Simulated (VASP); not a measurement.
# KCl (Fm-3m) in VASP: settings compared

Aim: see how the results for KCl move with the level of theory and the settings. Levels: PBE, r2SCAN. Tasks: single point.

Everything below comes from runs of VASP 6.6.1. Logs are shortened: lines on timing, memory, paths and dates and some standing lists are left out, and cuts for length are marked.

**Experimental background.**

A printed reference work, monograph reports, for a bulk crystal of KCl: band gap 8.68 eV.

The results are compared with them further down.

## (1) The cell of the first run

The structure is cubic, space group Fm-3m (No. 225). Conventional cell: a = 6.290 Å, b = 6.290 Å, c = 6.290 Å, α = 90.00°, β = 90.00°, γ = 90.00°. Within 4.1 Å of K (site symmetry m-3m) lie 6 Cl at 3.14 Å. Cl (site symmetry m-3m) has 6 K at 3.14 Å within 4.1 Å.

## (2) Single point, PBE

INCAR

```
SYSTEM = KCl
PREC = Accurate
ENCUT = 500
EDIFF = 1E-6
ISMEAR = 0
SIGMA = 0.01
LREAL = .FALSE.
LASPH = .TRUE.
NELM = 120
ALGO = Normal
ISIF = 2
LWAVE = .FALSE.
LCHARG = .FALSE.
GGA = PE
NBANDS = 15
GGA_COMPAT = .FALSE.
```

KPOINTS

```
Automatic mesh
0
G
  8 8 8
  0 0 0
```

POSCAR

```
KCl
1.0
    0.0000000000      3.1448471098      3.1448471098
    3.1448471098      0.0000000000      3.1448471098
    3.1448471098      3.1448471098      0.0000000000
K Cl
1 1
Direct
    0.0000000000      0.0000000000      0.0000000000
    0.5000000000      0.5000000000      0.5000000000
```

Potentials or basis: VASP PAW PBE potentials, release 64 (K_sv, Cl).

Launch:

```bash
$ cat potpaw_PBE.64/K_sv/POTCAR potpaw_PBE.64/Cl/POTCAR > POTCAR
$ mpirun -np 1 vasp_std > vasp.out
```

OUTCAR:

```text
SYSTEM = KCl
   PREC = Accurate
   ENCUT = 500
   EDIFF = 1E-6
   ISMEAR = 0
   LREAL = .FALSE.
   LASPH = .TRUE.
   NELM = 120
   ISIF = 2
   GGA = PE

 ion  position               nearest neighbor table
   1  0.000  0.000  0.000-   2 3.14   2 3.14   2 3.14   2 3.14   2 3.14   2 3.14
   2  0.500  0.500  0.500-   1 3.14   1 3.14   1 3.14   1 3.14   1 3.14   1 3.14

  LATTYP: Found a face centered cubic cell.
 ALAT       =     6.2896942196

  Lattice vectors:

 A1 = (   0.0000000000,   3.1448471098,   3.1448471098)
 A2 = (   3.1448471098,   0.0000000000,   3.1448471098)
 A3 = (   3.1448471098,   3.1448471098,   0.0000000000)

Analysis of symmetry for initial positions (statically):
=====================================================================
 Subroutine PRICEL returns:
 Original cell was already a primitive cell.

 Routine SETGRP: Setting up the symmetry group for a
 face centered cubic supercell.

 Subroutine GETGRP returns: Found 48 space group operations
 (whereof 48 operations were pure point group operations)
 out of a pool of 48 trial point group operations.

The static configuration has the point symmetry O_h .

Analysis of symmetry for dynamics (positions and initial velocities):
=====================================================================
 Subroutine PRICEL returns:
 Original cell was already a primitive cell.

 Routine SETGRP: Setting up the symmetry group for a
 face centered cubic supercell.

 Subroutine GETGRP returns: Found 48 space group operations
 (whereof 48 operations were pure point group operations)
 out of a pool of 48 trial point group operations.

The dynamic configuration has the point symmetry O_h .

 Subroutine INISYM returns: Found 48 space group operations
 (whereof 48 operations are pure point group operations),
 and found     1 'primitive' translations

----------------------------------------------------------------------------------------

                                     Primitive cell

  volume of cell :      62.2055

  direct lattice vectors                    reciprocal lattice vectors
     0.000000000  3.144847110  3.144847110    -0.158990241  0.158990241  0.158990241
     3.144847110  0.000000000  3.144847110     0.158990241 -0.158990241  0.158990241
     3.144847110  3.144847110  0.000000000     0.158990241  0.158990241 -0.158990241

  length of vectors
     4.447485434  4.447485434  4.447485434     0.275379175  0.275379175  0.275379175

  position of ions in fractional coordinates (direct lattice)
     0.000000000  0.000000000  0.000000000
     0.500000000  0.500000000  0.500000000

  ion indices of the primitive-cell ions
   primitive index   ion index
                 1           1
                 2           2

----------------------------------------------------------------------------------------

 KPOINTS: Automatic mesh

Automatic generation of k-mesh.
 Grid dimensions read from file:
 generate k-points for:    8    8    8

 Generating k-lattice:

  Cartesian coordinates                     Fractional coordinates (reciprocal lattice)
    -0.019873780  0.019873780  0.019873780     0.125000000  0.000000000  0.000000000
     0.019873780 -0.019873780  0.019873780     0.000000000  0.125000000  0.000000000
     0.019873780  0.019873780 -0.019873780     0.000000000  0.000000000  0.125000000

  Length of vectors
     0.034422397  0.034422397  0.034422397

  Shift w.r.t. Gamma in fractional coordinates (k-lattice)
     0.000000000  0.000000000  0.000000000

 Subroutine IBZKPT returns following result:
 ===========================================

 Found     29 irreducible k-points:

 Following reciprocal coordinates:
            Coordinates               Weight
  0.000000  0.000000  0.000000      1.000000
  0.125000  0.000000  0.000000      8.000000
  0.250000  0.000000  0.000000      8.000000
  0.375000  0.000000  0.000000      8.000000
  0.500000  0.000000  0.000000      4.000000
  0.125000  0.125000  0.000000      6.000000
[... 16 lines left out ...]
  0.500000  0.250000  0.125000     48.000000
 -0.375000  0.250000  0.125000     24.000000
 [... further k-points ...]
   k-points           NKPTS =     29   k-points in BZ     NKDIM =     29   number of bands    NBANDS=     15
   number of dos      NEDOS =    301   number of ions     NIONS =      2
   total plane-waves  NPLWV =  32768
   dimension x,y,z NGX =    32 NGY =   32 NGZ =   32
   dimension x,y,z NGXF=    64 NGYF=   64 NGZF=   64
   ions per type =               1   1
   NGX,Y,Z   is equivalent  to a cutoff of  11.96, 11.96, 11.96 a.u.
   NGXF,Y,Z  is equivalent  to a cutoff of  23.92, 23.92, 23.92 a.u.
 SYSTEM =  KCl
   PREC   = accura    normal or accurate (medium, high low for compatibility)
   ISTART =      0    job   : 0-new  1-cont  2-samecut
   ICHARG =      2    charge: 1-file 2-atom 10-const
   ISPIN  =      1    spin polarized calculation?
   LNONCOLLINEAR =      F non collinear calculations
   LSORBIT =      F    spin-orbit coupling
   LASPH  =      T    aspherical Exc in radial PAW
   ENCUT  =  500.0 eV  36.75 Ry    6.06 a.u.   8.11  8.11  8.11*2*pi/ulx,y,z
   NELM   =    120;   NELMIN=  2; NELMDL= -5     # of ELM steps
   EDIFF  = 0.1E-05   stopping-criterion for ELM
   LREAL  =      F    real-space projection
   EDIFFG = 0.1E-04   stopping-criterion for IOM
   NSW    =      0    number of steps for IOM
   IBRION =     -1    ionic relax: 0-MD 1-quasi-New 2-CG
   NFREE  =      0    steps in history (QN), initial steepest desc. (CG)
   ISIF   =      2    stress and relaxation
   ISYM   =      2    0-nonsym 1-usesym 2-fastsym
   POTIM  = 0.5000    time-step for ionic-motion
   TEBEG  =    0.0;   TEEND  =   0.0 temperature during run
   PSTRESS=    0.0 pullay stress
   NELECT =      16.0000    total number of electrons
   NUPDOWN=      -1.0000    fix difference up-down
   EMIN   =  10.00;   EMAX   =-10.00  energy-range for DOS
   EFERMI =   0.00;   METHOD = LEGACY
   ISMEAR =     0;   SIGMA  =   0.01  broadening in eV -4-tet -1-fermi 0-gaus
   EFERMI_NEDOS =   21; number of points for ismear=-14 and -15
   IALGO  =     38    algorithm
   IMIX   =      4    mixing-type and parameters
     AMIX     =   0.40;   BMIX     =  1.00
     AMIX_MAG =   1.60;   BMIX_MAG =  1.00
  volume/ion in A,a.u.               =      31.10       209.89
  Fermi-wavevector in a.u.,A,eV,Ry     =   1.041131  1.967452 14.748080  1.083953
  Thomas-Fermi vector in A             =   2.175738
   LORBIT       =      0    0 simple, 1 ext, 2 COOP (PROOUT), +10 PAW based schemes
   GGA     = PE    functional components
   LHFCALC =     F    Hartree Fock is set to
   AEXX    =    0.0000 exact exchange contribution
   IVDW    =     0    specifies the selected vdW correction
   LEPSILON=     F    determine dielectric tensor
   LRPA    =     F    only Hartree local field effects (RPA)
 non-spin polarized calculation
 Gauss-broadening in eV      SIGMA  =   0.01
  energy-cutoff  :      500.00
  volume of cell :       62.21
 maximum number of plane-waves:      1604
   NGX = 17   NGY = 17   NGZ = 17

 number of electron      16.0000001 magnetization

 Free energy of the ion-electron system (eV)
  ---------------------------------------------------
  ext. energy  EPLUGINS =         0.00000000
  ---------------------------------------------------
  free energy    TOTEN  =        -6.80316602 eV

  energy without entropy =       -6.80316602  energy(sigma->0) =       -6.80316602

 E-fermi :  -1.7758     XC(G=0):  -7.5456

 val. band max:       -1.8358571937   @ k =   0.0000   0.0000   0.0000
 cond. band min:       3.3559799510   @ k =   0.0000   0.0000   0.0000
 fundamental gap:      5.1918371447
 Fermi energy:        -1.7757863899

 k-point     1 :       0.0000    0.0000    0.0000
  band No.  band energies     occupation
      1     -29.0303      2.00000
      2     -13.9556      2.00000
      3     -12.4909      2.00000
      4     -12.4909      2.00000
      5     -12.4909      2.00000
      6      -1.8359      2.00000
      7      -1.8359      2.00000
      8      -1.8359      2.00000
      9       3.3560      0.00000
     10       6.5457      0.00000
     11       6.5457      0.00000
     12       6.5457      0.00000
     13       7.4231      0.00000
     14       7.4231      0.00000
     15      11.1513      0.00000

 k-point     2 :       0.1250    0.0000    0.0000
  band No.  band energies     occupation
      1     -29.0287      2.00000
      2     -13.9864      2.00000
      3     -12.4923      2.00000
      4     -12.4923      2.00000
      5     -12.4523      2.00000
      6      -2.0262      2.00000
      7      -1.8865      2.00000
      8      -1.8865      2.00000
      9       3.7309      0.00000
     10       6.4284      0.00000
     11       6.7417      0.00000
     12       6.7417      0.00000
     13       7.6361      0.00000
     14       7.6361      0.00000
     15      11.7294      0.00000

 k-point     3 :       0.2500    0.0000    0.0000
  band No.  band energies     occupation
      1     -29.0249      2.00000
      2     -14.0551      2.00000
      3     -12.4956      2.00000
      4     -12.4956      2.00000
      5     -12.3642      2.00000
      6      -2.4240      2.00000
      7      -2.0044      2.00000
      8      -2.0044      2.00000
      9       4.6149      0.00000
     10       6.3339      0.00000
     11       7.2986      0.00000
     12       7.2986      0.00000
     13       8.2234      0.00000
     14       8.2234      0.00000
     15      11.7892      0.00000
[... 343 lines left out ...]
 k-point    23 :       0.5000    0.2500    0.1250
  band No.  band energies     occupation
      1     -29.0192      2.00000
      2     -14.0496      2.00000
      3     -12.5437      2.00000
      4     -12.5144      2.00000
      5     -12.3486      2.00000
      6      -2.6468      2.00000
      7      -2.1777      2.00000
      8      -2.1302      2.00000
      9       5.7954      0.00000
     10       6.1258      0.00000
     11       8.1849      0.00000
     12       8.4482      0.00000
     13       8.8476      0.00000
     14       9.3028      0.00000
     15      10.0448      0.00000

 k-point    24 :      -0.3750    0.2500    0.1250
  band No.  band energies     occupation
      1     -29.0180      2.00000
      2     -14.0538      2.00000
      3     -12.5456      2.00000
      4     -12.5237      2.00000
      5     -12.3398      2.00000
      6      -2.6782      2.00000
      7      -2.2384      2.00000
      8      -2.1680      2.00000
      9       6.0209      0.00000
     10       6.5122      0.00000
     11       8.2473      0.00000
     12       8.3300      0.00000
     13       9.1059      0.00000
     14       9.9771      0.00000
     15       9.9979      0.00000

 [... further k-points ...]

------------------------ aborting loop because EDIFF is reached ----------------------------------------

  FORCE on cell =-STRESS in cart. coord.  units (eV):
  Direction    XX          YY          ZZ          XY          YZ          ZX
  --------------------------------------------------------------------------------------
  -------------------------------------------------------------------------------------
  Total        0.3127912      0.3127912      0.3127912      0.0000000     -0.0000000     -0.0000000
  in kB        8.0563166      8.0563166      8.0563166      0.0000000     -0.0000000     -0.0000000
  external PRESSURE =       8.0563166 kB  Pullay stress =       0.0000000 kB

 VOLUME and BASIS-vectors are now :
 -----------------------------------------------------------------------------
  energy-cutoff  :      500.00
  volume of cell :       62.21
      direct lattice vectors                 reciprocal lattice vectors
     0.000000000  3.144847110  3.144847110    -0.158990241  0.158990241  0.158990241
     3.144847110  0.000000000  3.144847110     0.158990241 -0.158990241  0.158990241
     3.144847110  3.144847110  0.000000000     0.158990241  0.158990241 -0.158990241

 POSITION                                       TOTAL-FORCE (eV/Angst)
 -----------------------------------------------------------------------------------
      0.00000      0.00000      0.00000         0.000000     -0.000000      0.000000
      3.14485      3.14485      3.14485        -0.000000      0.000000     -0.000000
 -----------------------------------------------------------------------------------
    total drift:                                0.000000     -0.000000     -0.000000

  FREE ENERGIE OF THE ION-ELECTRON SYSTEM (eV)
  ---------------------------------------------------
  free  energy   TOTEN  =        -6.8031660227 eV

  energy  without entropy=       -6.8031660227  energy(sigma->0) =       -6.80316602
```

It took 22 s on 1 thread of Intel Xeon Platinum 8375C at 2.90GHz (Ice Lake), shared host; peak memory 0.18 GiB.

What came out:

```yaml
Free_energy: -6.8032 eV
Pressure: 0.8 GPa
Band_gap_on_the_k_mesh: 5.19 eV
```

## (3) Single point, r2SCAN (29.24 Å³/atom)

This run uses another cell than the first one, of 29.24 Å³/atom.

POSCAR

```
KCl
1.0
    0.0000000000      3.0806485428      3.0806485428
    3.0806485428      0.0000000000      3.0806485428
    3.0806485428      3.0806485428      0.0000000000
K Cl
1 1
Direct
    0.0000000000      0.0000000000      0.0000000000
    0.5000000000      0.5000000000      0.5000000000
```

INCAR.step1

```
SYSTEM = KCl
PREC = Accurate ; ENCUT = 550
ISMEAR = 0 ; SIGMA = 0.01
LREAL = .False. ; LASPH = .True.
NELM = 120 ; NBANDS = 15
GGA = PE ; ALGO = Normal
EDIFF = 1E-5 ; LWAVE = .True.
LCHARG = .False. ; GGA_COMPAT = .False.
```

INCAR.step2

```
SYSTEM = KCl
PREC = Accurate ; ENCUT = 550
EDIFF = 1E-6 ; ISMEAR = 0
SIGMA = 0.01 ; LREAL = .False.
LASPH = .True. ; NELM = 120
ALGO = Normal ; ISIF = 2
LWAVE = .False. ; LCHARG = .True.
METAGGA = R2SCAN ; LMIXTAU = .True.
LELF = .True. ; LVHAR = .True.
NBANDS = 15 ; ISTART = 1
GGA_COMPAT = .False.
```

KPOINTS

```
Automatic mesh
0
Gamma
  6 6 6
  0 0 0
```

Potentials or basis: VASP PAW PBE potentials, release 64 (K_sv, Cl).

Launch:

```bash
$ cat potpaw_PBE.64/K_sv/POTCAR potpaw_PBE.64/Cl/POTCAR > POTCAR
$ cp INCAR.step1 INCAR
$ mpirun -np 1 vasp_std > vasp.out
$ cp INCAR.step2 INCAR
$ mpirun -np 1 vasp_std > vasp.out
```

Wall time 60 s (1 thread of Intel Xeon Platinum 8375C at 2.90GHz (Ice Lake), shared host); peak memory 0.21 GiB.

The run converged. Its results:

```yaml
Free_energy: -16.4901 eV
Pressure: 1.4 GPa
Band_gap_on_the_k_mesh: 6.06 eV
```

Levels at points of the mesh, in eV from the valence-band top:
| k point | band 5 | band 6 | band 7 | band 8 | band 9 | band 10 | band 11 | band 12 |
| --- | --- | --- | --- | --- | --- | --- | --- | --- |
| (0.00, 0.00, 0.00) | -10.81 | 0.00 | 0.00 | 0.00 | 6.06 | 9.05 | 9.05 | 9.05 |
| (0.50, 0.00, 0.00) | -10.55 | -1.16 | -0.38 | -0.38 | 8.32 | 9.49 | 11.53 | 11.53 |
| (0.50, 0.50, 0.00) | -10.88 | -0.71 | -0.24 | -0.24 | 6.97 | 9.52 | 11.09 | 11.22 |

Caveat: the PAW data sets were made with another functional, which shifts forces and pressure a little.

## (4) Single point, r2SCAN (32.04 Å³/atom)

This run uses another cell than the first one, of 32.04 Å³/atom.

POSCAR

```
KCl
1.0
    0.0000000000      3.1759862350      3.1759862350
    3.1759862350      0.0000000000      3.1759862350
    3.1759862350      3.1759862350      0.0000000000
K Cl
1 1
Direct
    0.0000000000      0.0000000000      0.0000000000
    0.5000000000      0.5000000000      0.5000000000
```

INCAR.step1

```
  PREC = Accurate
  ENCUT = 550
  ISMEAR = 0
  SIGMA = 0.01
  LREAL = False
  LASPH = True
  NELM = 120
  NBANDS = 15
  GGA = PE
  ALGO = Normal
  EDIFF = 1E-5
  LWAVE = True
  LCHARG = False
  GGA_COMPAT = False
```

INCAR.step2

```
  PREC = Accurate
  ENCUT = 550
  EDIFF = 1E-6
  ISMEAR = 0
  SIGMA = 0.01
  LREAL = False
  LASPH = True
  NELM = 120
  ALGO = Normal
  ISIF = 2
  LWAVE = False
  LCHARG = True
  METAGGA = R2SCAN
  LMIXTAU = True
  LELF = True
  LVHAR = True
  NBANDS = 15
  ISTART = 1
  GGA_COMPAT = False
```

KPOINTS

```
Automatic mesh
0
Gamma
  6 6 6
```

Launch:

```bash
$ cat potpaw_PBE.64/K_sv/POTCAR potpaw_PBE.64/Cl/POTCAR > POTCAR
$ cp INCAR.step1 INCAR
$ mpirun -np 1 vasp_std > vasp.out
$ cp INCAR.step2 INCAR
$ mpirun -np 1 vasp_std > vasp.out
```

Run time: 58 s. Hardware: 1 thread of Intel Xeon Platinum 8375C at 2.90GHz (Ice Lake), shared host; peak memory 0.21 GiB.

It converged, with:

- Free energy: -16.5046 eV
- Pressure: -0.5 GPa
- Band gap on the k mesh: 5.73 eV

Levels at points of the mesh, in eV from the valence-band top:
| k point | band 4 | band 5 | band 6 | band 7 | band 8 | band 9 | band 10 | band 11 | band 12 | band 13 |
| --- | --- | --- | --- | --- | --- | --- | --- | --- | --- | --- |
| (0.00, 0.00, 0.00) | -11.03 | -11.03 | 0.00 | 0.00 | 0.00 | 5.73 | 9.02 | 9.02 | 9.02 | 10.05 |
| (0.50, 0.00, 0.00) | -11.04 | -10.82 | -1.00 | -0.30 | -0.30 | 8.05 | 9.13 | 11.23 | 11.23 | 12.08 |
| (0.50, 0.50, 0.00) | -11.08 | -11.08 | -0.65 | -0.22 | -0.22 | 7.06 | 9.09 | 10.52 | 11.06 | 11.45 |

Caveat: the PAW data sets were made with another functional, which shifts forces and pressure a little.

## (5) Summary

```tsv
level	cell	k mesh	cutoff (eV)	gap on the mesh (eV)	pressure (GPa)
PBE	a = 4.447 Å, angles 60.0°, 2 atoms	8 × 8 × 8	500	5.19	0.8
r2SCAN	a = 4.357 Å, angles 60.0°, 2 atoms	6 × 6 × 6	550	6.06	1.4
r2SCAN	a = 4.492 Å, angles 60.0°, 2 atoms	6 × 6 × 6	550	5.73	-0.5
```

Alike in all rows: task single point; potentials or basis VASP PAW PBE potentials, release 64 (K_sv, Cl); no spin polarisation; smearing gaussian 0.01 eV.

Caveats: the PAW data sets were made with another functional, which shifts forces and pressure a little (at least some runs).

Total energies depend on the potentials used, so only differences within one code and one set of settings carry meaning.

## (6) Against experiment

Step 2. A measured gap of KCl is 8.68 eV (a printed reference work, monograph); the calculated 5.19 eV misses it by -3.49 eV. The value is that of PBE on a finite k mesh, which can miss the band edges, without temperature or zero-point motion. Semilocal functionals fall short of measured gaps as a rule.

Step 4. A measured gap of KCl is 8.68 eV (a printed reference work, monograph); the calculated 5.73 eV misses it by -2.95 eV. The value is that of r2SCAN, without temperature or zero-point motion.
